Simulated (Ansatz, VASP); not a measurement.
# Al: VASP beside Ansatz

File INCAR:

```
SYSTEM = Al
  PREC = Accurate
  ENCUT = 520
  EDIFF = 1E-7
  ISMEAR = -1
  SIGMA = 0.08
  LREAL = .FALSE.
  LASPH = .TRUE.
  NELM = 100
  ALGO = Fast
  ISIF = 2
  LWAVE = .FALSE.
  LCHARG = .FALSE.
  GGA = PE
  NBANDS = 14
```

KPOINTS

```
Automatic mesh
0
G
  14 14 4
  0 0 0
```

Contents of POSCAR:

```
Al
1.0
    2.1105868071      0.0000000000      0.0000000000
   -1.0552934035      1.8278217919      0.0000000000
    0.0000000000      0.0000000000      6.8639114519
Al
4
Direct
    0.0000000000      0.0000000000      0.0000000000
    0.0000000000      0.0000000000      0.5000000000
    0.3333333333      0.6666666667      0.2500000000
    0.6666666667      0.3333333333      0.7500000000
```

Input for Ansatz:

```yaml
crystal:
  lattice:
    - [2.1105868071, 0.0, 0.0]
    - [-1.0552934035, 1.8278217919, 0.0]
    - [0.0, 0.0, 6.8639114519]
  atoms:
    - { symbol: Al, position: [0.0, 0.0, 0.0] }
    - { symbol: Al, position: [0.0, 0.0, 0.5] }
    - { symbol: Al, position: [0.3333333333, 0.6666666667, 0.25] }
    - { symbol: Al, position: [0.6666666667, 0.3333333333, 0.75] }
kpoints:
  mp_grid: { grid: [14, 14, 4] }
scf:
  occupations: { method: fermi_dirac, width: 0.08 }
hamiltonian:
  xc: pbe
  pseudopotentials: { kind: nc }
output:
  forces: true
  stress: true
  eigenvalues: true
```

Change from the starting cell: volume scaled by 0.4, norm-conserving files.

Alike in both runs: task single point; functional PBE; k mesh 14 × 14 × 4; occupations fermi-dirac, width 0.08 eV; no spin polarisation.

```csv
,VASP,Ansatz
version,VASP 6.6.1,Ansatz 0.2.0
potentials or method,"VASP PAW PBE potentials, release 64 (Al)","norm-conserving pseudopotentials, scalar-relativistic"
plane-wave cutoff (eV),520,544
valence electrons in the cell,12,12
```

|  | VASP | Ansatz | Ansatz less VASP |
| --- | --- | --- | --- |
| pressure (GPa) | 464.8 | 451.6 | -13.13 |
| largest component of the traceless stress (GPa) | 0.02 | 0.34 | +0.321 |

Caveats: the cell as given lies far from equilibrium; so large a pressure means that the cell lies far from this level's equilibrium, or that cutoff or potentials fall short (VASP).
